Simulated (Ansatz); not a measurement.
Crystal: NbP.

```
CELL_PARAMETERS angstrom
-1.67492 1.67492 5.74011
1.67492 -1.67492 5.74011
1.67492 1.67492 -5.74011
ATOMIC_POSITIONS crystal
Nb 0.24988 0.74988 0.50000
Nb 0.49988 0.49988 0.00000
P 0.83275 0.33275 0.50000
P 0.08275 0.08275 0.00000
```

The cell is a database's computed one.

| Quantity | Value |
| --- | --- |
| Program | Ansatz 0.2.0 |
| Task | relaxation of cell and atoms |
| Functional | revPBE |
| Dispersion | D4 |
| Potentials or basis | Ansatz PAW |
| Cutoff | 420 eV (not typed: the program's choice for these potentials) |
| k mesh | 11 × 11 × 11 |
| Occupations | fermi-dirac, width 0.05 eV |
| Spin | no spin polarisation |

At the start: volume 16.10 Å³/atom.

**Question.** How do energy, volume and symmetry change on relaxing?

**Answer.** It ends after 5 steps and the volume is 15.55 Å³/atom (-3.4 %); space group I4_1md (No. 109, to 0.05 Å).

The path:
| step | energy change (eV) | largest force (eV/Å) | volume (Å³) |
| --- | --- | --- | --- |
| 1 | 0.0000 | 0.0156 | 64.41 |
| 2 | -0.0210 | 0.0111 | 60.71 |
| 3 | -0.0463 | 0.0006 | 62.29 |
| 4 | -0.0464 | 0.0011 | 62.21 |
| 5 | -0.0460 | 0.0011 | 62.21 |

Final structure:
```
Nb P
1.0
    -1.66076    1.66076    5.63876
     1.66076   -1.66076    5.63876
     1.66076    1.66076   -5.63876
Nb P
2 2
Direct
  0.25023 0.75023 0.50000
  0.50023 0.50023 0.00000
  0.83240 0.33240 0.50000
  0.08240 0.08240 0.00000
```

Caveat: the plane-wave basis is chosen anew once the cell has moved, so the energies of steps on either side of that aren't comparable; the PAW data sets come from PBE, with cores solved anew for the run's functional, which leaves a small shift of forces and pressure.
